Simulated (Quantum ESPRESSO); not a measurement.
# Hf (Im-3m) in Quantum ESPRESSO: further runs, part 3 of 4

Quantum ESPRESSO 7.5.

## (4) Wannier functions, PBE

pw.in

```
&CONTROL
  calculation = 'scf'
  prefix = 'pwscf'
  outdir = './tmp'
  pseudo_dir = './pseudo'
  tprnfor = .true.
  tstress = .true.
  disk_io = 'low'
/
&SYSTEM
  ibrav = 0
  nat = 1
  ntyp = 1
  ecutwfc = 36
  ecutrho = 216
  nbnd = 12
  occupations = 'smearing'
  smearing = 'fd'
  degauss = 0.00367493
/
&ELECTRONS
  conv_thr = 2d-10
  electron_maxstep = 120
  mixing_beta = 0.5
/
ATOMIC_SPECIES
Hf   178.4900 Hf.GGA_PBE-JTH.UPF
CELL_PARAMETERS angstrom
  -1.8050000000    1.8050000000    1.8050000000
   1.8050000000   -1.8050000000    1.8050000000
   1.8050000000    1.8050000000   -1.8050000000
ATOMIC_POSITIONS crystal
Hf     0.0000000000    0.0000000000    0.0000000000
K_POINTS automatic
8 8 8 0 0 0
```

nscf.in

```
&CONTROL
  calculation = 'nscf'
  prefix = 'pwscf'
  outdir = './tmp'
  pseudo_dir = './pseudo'
  disk_io = 'low'
/
&SYSTEM
  ibrav = 0
  nat = 1
  ntyp = 1
  ecutwfc = 36
  ecutrho = 216
  nbnd = 21
  occupations = 'smearing'
  smearing = 'fd'
  degauss = 0.00367493
  nosym = .true.
  noinv = .true.
/
&ELECTRONS
  conv_thr = 1d-09
  electron_maxstep = 120
  mixing_beta = 0.5
  diago_full_acc = .true.
/
ATOMIC_SPECIES
Hf   178.4900 Hf.GGA_PBE-JTH.UPF
CELL_PARAMETERS angstrom
  -1.8050000000    1.8050000000    1.8050000000
   1.8050000000   -1.8050000000    1.8050000000
   1.8050000000    1.8050000000   -1.8050000000
ATOMIC_POSITIONS crystal
Hf     0.0000000000    0.0000000000    0.0000000000
K_POINTS crystal
216
  0.00000000   0.00000000   0.00000000 4.62962963e-03
  0.00000000   0.00000000   0.16666667 4.62962963e-03
  0.00000000   0.00000000   0.33333333 4.62962963e-03
  0.00000000   0.00000000   0.50000000 4.62962963e-03
  0.00000000   0.00000000   0.66666667 4.62962963e-03
  0.00000000   0.00000000   0.83333333 4.62962963e-03
[... 208 lines left out ...]
  0.83333333   0.83333333   0.66666667 4.62962963e-03
  0.83333333   0.83333333   0.83333333 4.62962963e-03
```

pw2wan.in

```
&INPUTPP
  prefix = 'pwscf'
  outdir = './tmp'
  seedname = 'w'
  write_mmn = .true.
  write_amn = .true.
/
```

bands.in

```
&CONTROL
  calculation = 'bands'
  prefix = 'pwscf'
  outdir = './tmp'
  pseudo_dir = './pseudo'
  disk_io = 'low'
/
&SYSTEM
  ibrav = 0
  nat = 1
  ntyp = 1
  ecutwfc = 36
  ecutrho = 216
  nbnd = 21
  occupations = 'smearing'
  smearing = 'fd'
  degauss = 0.00367493
/
&ELECTRONS
  conv_thr = 1d-08
  electron_maxstep = 120
  mixing_beta = 0.5
  diago_full_acc = .true.
/
ATOMIC_SPECIES
Hf   178.4900 Hf.GGA_PBE-JTH.UPF
CELL_PARAMETERS angstrom
  -1.8050000000    1.8050000000    1.8050000000
   1.8050000000   -1.8050000000    1.8050000000
   1.8050000000    1.8050000000   -1.8050000000
ATOMIC_POSITIONS crystal
Hf     0.0000000000    0.0000000000    0.0000000000
K_POINTS crystal
56
  0.00000000   0.00000000   0.00000000 1
  0.04166700  -0.04166700   0.04166700 1
  0.08333300  -0.08333300   0.08333300 1
  0.12500000  -0.12500000   0.12500000 1
  0.16666700  -0.16666700   0.16666700 1
  0.20833300  -0.20833300   0.20833300 1
[... 48 lines left out ...]
  0.04166700   0.04166700   0.45833300 1
  0.00000000   0.00000000   0.50000000 1
```

w.win

```
num_wann = 9
num_bands = 17
guiding_centres = true
dis_froz_max = 15.94
dis_num_iter = 600
dis_mix_ratio = 0.5
dis_conv_tol = 1.0d-9
num_iter = 400
conv_tol = 1.0d-9
conv_window = 4
num_print_cycles = 40
fermi_energy = 13.9441
bands_plot = true
write_hr = true
mp_grid = 6 6 6
exclude_bands = 1-4
begin projections
Hf: s;p;d
end projections
begin unit_cell_cart
ang
 -1.8050000000   1.8050000000   1.8050000000
  1.8050000000  -1.8050000000   1.8050000000
  1.8050000000   1.8050000000  -1.8050000000
end unit_cell_cart
begin atoms_frac
Hf   0.0000000000   0.0000000000   0.0000000000
end atoms_frac
begin kpoint_path
G   0.0000000000   0.0000000000   0.0000000000  H   0.5000000000  -0.5000000000   0.5000000000
H   0.5000000000  -0.5000000000   0.5000000000  N   0.0000000000   0.0000000000   0.5000000000
N   0.0000000000   0.0000000000   0.5000000000  G   0.0000000000   0.0000000000   0.0000000000
G   0.0000000000   0.0000000000   0.0000000000  P   0.2500000000   0.2500000000   0.2500000000
P   0.2500000000   0.2500000000   0.2500000000  H   0.5000000000  -0.5000000000   0.5000000000
P   0.2500000000   0.2500000000   0.2500000000  N   0.0000000000   0.0000000000   0.5000000000
end kpoint_path
bands_num_points = 12
begin kpoints
  0.00000000   0.00000000   0.00000000
  0.00000000   0.00000000   0.16666667
  0.00000000   0.00000000   0.33333333
  0.00000000   0.00000000   0.50000000
  0.00000000   0.00000000   0.66666667
  0.00000000   0.00000000   0.83333333
[... 208 lines left out ...]
  0.83333333   0.83333333   0.66666667
  0.83333333   0.83333333   0.83333333
end kpoints
```

Potentials or basis: JTH 2.0 PBE.

Run with:

```bash
> OMP_NUM_THREADS=1 pw.x -in pw.in > pw.out
> OMP_NUM_THREADS=1 pw.x -in nscf.in > nscf.out
> wannier90.x -pp w
> OMP_NUM_THREADS=1 pw2wannier90.x -in pw2wan.in > pw2wan.out
> wannier90.x w
> OMP_NUM_THREADS=1 pw.x -in bands.in > bands.out
```

pw.out:

```text
This program is part of the open-source Quantum ESPRESSO suite
     for quantum simulation of materials; please cite
         "P. Giannozzi et al., J. Phys.:Condens. Matter 21 395502 (2009);
         "P. Giannozzi et al., J. Phys.:Condens. Matter 29 465901 (2017);
         "P. Giannozzi et al., J. Chem. Phys. 152 154105 (2020);
     in publications or presentations arising from this work. More details at

     file Hf.GGA_PBE-JTH.UPF: wavefunction(s)  5S 5P 6P 5D 0D renormalized
     Message from routine setup:
     using ibrav=0 with symmetry is DISCOURAGED, use correct ibrav instead

     G-vector sticks info
     --------------------
     sticks:   dense  smooth     PW     G-vecs:    dense   smooth      PW
     Sum         561     375    155                 8583     4585    1205

     Using Slab Decomposition

     bravais-lattice index     =            0
     lattice parameter (alat)  =       5.9079  a.u.
     unit-cell volume          =     158.7407 (a.u.)^3
     number of atoms/cell      =            1
     number of atomic types    =            1
     number of electrons       =        12.00
     number of Kohn-Sham states=           12
     kinetic-energy cutoff     =      36.0000  Ry
     charge density cutoff     =     216.0000  Ry
     scf convergence threshold =      2.0E-10
     mixing beta               =       0.5000
     number of iterations used =            8  plain     mixing
     Exchange-correlation= SLA PW PBX PBC
                           (   1   4   3   4   0   0   0)

     celldm(1)=   5.907948  celldm(2)=   0.000000  celldm(3)=   0.000000
     celldm(4)=   0.000000  celldm(5)=   0.000000  celldm(6)=   0.000000

     crystal axes: (cart. coord. in units of alat)
               a(1) = (  -0.577350   0.577350   0.577350 )
               a(2) = (   0.577350  -0.577350   0.577350 )
               a(3) = (   0.577350   0.577350  -0.577350 )

     reciprocal axes: (cart. coord. in units 2 pi/alat)
               b(1) = ( -0.000000  0.866025  0.866025 )
               b(2) = (  0.866025 -0.000000  0.866025 )
               b(3) = (  0.866025  0.866025  0.000000 )

     PseudoPot. # 1 for Hf read from file:
     Hf.GGA_PBE-JTH.UPF
     Pseudo is Projector augmented-wave + core cor, Zval = 12.0
     Generated using ATOMPAW code
     Shape of augmentation charge: SINC**2
     Using radial grid of 1119 points,  6 beta functions with:
                l(1) =   0
                l(2) =   0
                l(3) =   1
                l(4) =   1
                l(5) =   2
                l(6) =   2
     Q(r) pseudized with 0 coefficients

     atomic species   valence    mass     pseudopotential
     Hf               12.00   178.49000     Hf( 1.00)

     48 Sym. Ops., with inversion, found

   Cartesian axes

     site n.     atom                  positions (alat units)
         1        Hf     tau(   1) = (   0.0000000   0.0000000   0.0000000  )

     number of k points=    29  Fermi-Dirac smearing, width (Ry)=  0.0037
                       cart. coord. in units 2pi/alat
        k(    1) = (   0.0000000   0.0000000   0.0000000), wk =   0.0039062
        k(    2) = (   0.1082532   0.1082532   0.0000000), wk =   0.0468750
        k(    3) = (   0.2165064   0.2165064   0.0000000), wk =   0.0468750
        k(    4) = (   0.3247595   0.3247595   0.0000000), wk =   0.0468750
        k(    5) = (  -0.4330127  -0.4330127   0.0000000), wk =   0.0234375
        k(    6) = (   0.2165064   0.1082532   0.1082532), wk =   0.0937500
[... 21 lines left out ...]
        k(   28) = (  -0.8660254  -0.1082532  -0.1082532), wk =   0.0468750
        k(   29) = (  -0.8660254  -0.8660254  -0.8660254), wk =   0.0039062

     Dense  grid:     8583 G-vectors     FFT dimensions: (  27,  27,  27)

     Smooth grid:     4585 G-vectors     FFT dimensions: (  24,  24,  24)

     Check: negative core charge=   -0.000003

     Initial potential from superposition of free atoms

     starting charge      11.9981, renormalised to      12.0000
     Starting wfcs are   18 randomized atomic wfcs

     Self-consistent Calculation

     iteration #  1     ecut=    36.00 Ry     beta= 0.50
     Davidson diagonalization with overlap
     ethr =  1.00E-02,  avg # of iterations =  3.4

     Threshold (ethr) on eigenvalues was too large:
     Diagonalizing with lowered threshold

     Davidson diagonalization with overlap
     ethr =  1.48E-04,  avg # of iterations =  1.9

     total energy              =    -696.20203311 Ry
     estimated scf accuracy    <       0.01818303 Ry
[... 36 lines left out ...]
     iteration #  7     ecut=    36.00 Ry     beta= 0.50
     Davidson diagonalization with overlap
     ethr =  3.82E-12,  avg # of iterations =  3.3

     End of self-consistent calculation

          k = 0.0000 0.0000 0.0000 (   603 PWs)   bands (ev):

   -47.7881 -16.0667 -16.0667 -16.0667   7.0682  15.4338  15.4338  15.4338
    18.0719  18.0719  27.0784  27.0784
[... 68 lines left out ...]
   -47.7322 -16.5752 -16.3953 -16.2297  12.5411  13.2719  13.5068  18.6858
    18.8456  20.4530  23.2101  25.2025

          k = 0.0000-0.1083 0.3248 (   590 PWs)   bands (ev):

   -47.7545 -16.4152 -16.2182 -16.1496   9.4400  14.5136  14.8053  16.2600
    17.3117  18.8733  26.4391  29.1112

          k =-0.0000-0.2165 0.4330 (   582 PWs)   bands (ev):

   -47.7361 -16.6378 -16.2995 -16.1453  10.8026  13.8498  14.2631  16.8778
    18.8982  19.4972  24.5945  26.9210

          k = 0.1083-0.1083 0.4330 (   582 PWs)   bands (ev):

   -47.7368 -16.5552 -16.3209 -16.1919  10.8203  13.6161  14.7724  16.4198
    18.4140  19.1449  25.1846  28.5353

          k =-0.8660-0.3248-0.3248 (   576 PWs)   bands (ev):
[... 51 lines left out ...]
   -47.6936 -16.5547 -16.5547 -16.5547  11.5742  11.5742  20.3610  20.3610
    20.3610  20.7639  20.7639  20.7639

     the Fermi energy is    13.9441 ev

!    total energy              =    -696.20290765 Ry
     total all-electron energy =      -696.202908 Ry
     estimated scf accuracy    <          1.8E-10 Ry
     smearing contrib. (-TS)   =      -0.00119460 Ry
     internal energy E=F+TS    =    -696.20171305 Ry

     The total energy is F=E-TS. E is the sum of the following terms:
     one-electron contribution =     -18.68945728 Ry
     hartree contribution      =      13.02390477 Ry
     xc contribution           =     -26.57888453 Ry
     ewald contribution        =     -76.81859135 Ry
     one-center paw contrib.   =    -587.13868465 Ry

     convergence has been achieved in   7 iterations

     Forces acting on atoms (cartesian axes, Ry/au):

     atom    1 type  1   force =     0.00000000    0.00000000    0.00000000

     Total force =     0.000000     Total SCF correction =     0.000000

     Computing stress (Cartesian axis) and pressure

          total   stress  (Ry/bohr**3)                   (kbar)     P=      -52.00
  -0.00035348  -0.00000000   0.00000000          -52.00       -0.00        0.00
  -0.00000000  -0.00035348   0.00000000           -0.00      -52.00        0.00
   0.00000000   0.00000000  -0.00035348            0.00        0.00      -52.00

=------------------------------------------------------------------------------=
   JOB DONE.
=------------------------------------------------------------------------------=
```

Wall time 36 s (1 thread of Intel Xeon 6975P-C (Granite Rapids), shared host); peak memory 0.09 GiB.

What came out:

| Property | Result |
| --- | --- |
| Free energy | -9472.3231 eV |
| Pressure | -5.2 GPa |
| Band gap on the k mesh | none (metal or under the smearing width) |
| Total Wannier spread | 12.16 Å² over 9 functions |
| RMS miss of the Wannier bands | 0.020 eV |

Levels at the corners of the path, in eV from the Fermi level:
```tsv
point	band 2	band 3	band 4	band 5	band 6	band 7	band 8	band 9	band 10	band 11
Γ	-30.01	-30.01	-30.01	-6.88	1.49	1.49	1.49	4.13	4.13	13.13
H	-30.50	-30.50	-30.50	-2.37	-2.37	6.42	6.42	6.42	6.82	6.82
N	-30.70	-30.24	-30.01	-3.23	-0.41	0.87	3.93	4.89	7.18	9.51
Γ	-30.01	-30.01	-30.01	-6.88	1.49	1.49	1.49	4.13	4.13	13.13
P	-30.35	-30.35	-30.35	-0.64	-0.64	-0.64	5.03	5.03	5.21	10.86
H	-30.50	-30.50	-30.50	-2.37	-2.37	6.42	6.42	6.42	6.82	6.82
P	-30.35	-30.35	-30.35	-0.64	-0.64	-0.64	5.03	5.03	5.21	10.86
N	-30.70	-30.24	-30.01	-3.23	-0.41	0.87	3.93	4.89	7.18	9.51
```

Wannier functions:
```
function  nearest atom  distance (Å)  spread (Å²)  on-site energy from the reference level (eV)
       1          1 Hf          0.95         1.40                                          7.09
       2          1 Hf          0.95         1.39                                          7.11
       3          1 Hf          0.95         1.39                                          7.11
       4          1 Hf          0.95         1.39                                          7.10
       5          1 Hf          0.95         1.40                                          7.09
       6          1 Hf          0.00         1.27                                          3.89
       7          1 Hf          0.00         1.27                                          3.89
       8          1 Hf          0.95         1.39                                          7.10
       9          1 Hf          0.00         1.27                                          3.90
```

Parts of the spread (Å²): invariant 10.06, diagonal 0.001, off-diagonal 2.10, total 12.16. Against the direct bands the interpolation misses by 20 meV (root mean square) and 104 meV at most, for states up to 1 eV over the reference level.

Caveat: the cutoff is low for these files, which shifts pressure and relaxed volume; spin-orbit coupling is left out, which moves the levels of the heavy elements.

[end of part 3 of 4]
